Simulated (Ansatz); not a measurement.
Theory: DFT PBE, scalar-relativistic, plane waves, PAW (Ansatz). All cells share a 420 eV cutoff and Γ-centred k meshes spaced at most about 0.3 Å⁻¹ (about 0.25 or finer for metals, 2π included). No spin polarisation in the final relaxations.

Temperature and zero-point effects are left out.

Compare these two cells of Li, each relaxed at this level.

A.

```cif
data_structure
_symmetry_space_group_name_H-M 'I4/mmm'
_symmetry_Int_Tables_number 139
_cell_length_a 3.1923
_cell_length_b 3.1923
_cell_length_c 3.9688
_cell_angle_alpha 90.000
_cell_angle_beta 90.000
_cell_angle_gamma 90.000
_cell_volume 40.44
loop_
_atom_site_label
_atom_site_type_symbol
_atom_site_symmetry_multiplicity
_atom_site_Wyckoff_symbol
_atom_site_fract_x
_atom_site_fract_y
_atom_site_fract_z
_atom_site_occupancy
Li1 Li 2 a 0.00000 0.00000 0.00000 1
```

B.

```cif
data_structure
_symmetry_space_group_name_H-M 'P6/mmm'
_symmetry_Int_Tables_number 191
_cell_length_a 2.9362
_cell_length_b 2.9362
_cell_length_c 2.7098
_cell_angle_alpha 90.000
_cell_angle_beta 90.000
_cell_angle_gamma 120.000
_cell_volume 20.23
loop_
_atom_site_label
_atom_site_type_symbol
_atom_site_symmetry_multiplicity
_atom_site_Wyckoff_symbol
_atom_site_fract_x
_atom_site_fract_y
_atom_site_fract_z
_atom_site_occupancy
Li1 Li 1 a 0.00000 0.00000 0.00000 1
```

Question: Which form is favoured at zero pressure, and by what margin per atom?

Answer: A is lower, by 65 meV/atom. A has the indium (bct) type, space group I4/mmm (No. 139), 20.2 Å³/atom and no gap on its mesh; B has the simple hexagonal type, space group P6/mmm (No. 191), 20.2 Å³/atom and no gap. Counting all near atoms (those within 1.25 times the shortest distance at each site), A has Li 12 and B has Li 8. In A, Li is surrounded by 8 Li at 3.01 Å and 4 Li at 3.19 Å. In B, Li is surrounded by 2 Li at 2.71 Å and 6 Li at 2.94 Å. Both come from invented guesses. The part of the Crystallography Open Database at hand lists Li in space groups No. 166, 191, 194, 225, 229; sharing a group (P6/mmm) doesn't make a cell the listed structure.

Cells relaxed within their symmetry can be saddle points. The I4/mmm cell of Li came from shaking the P6/mmm one.
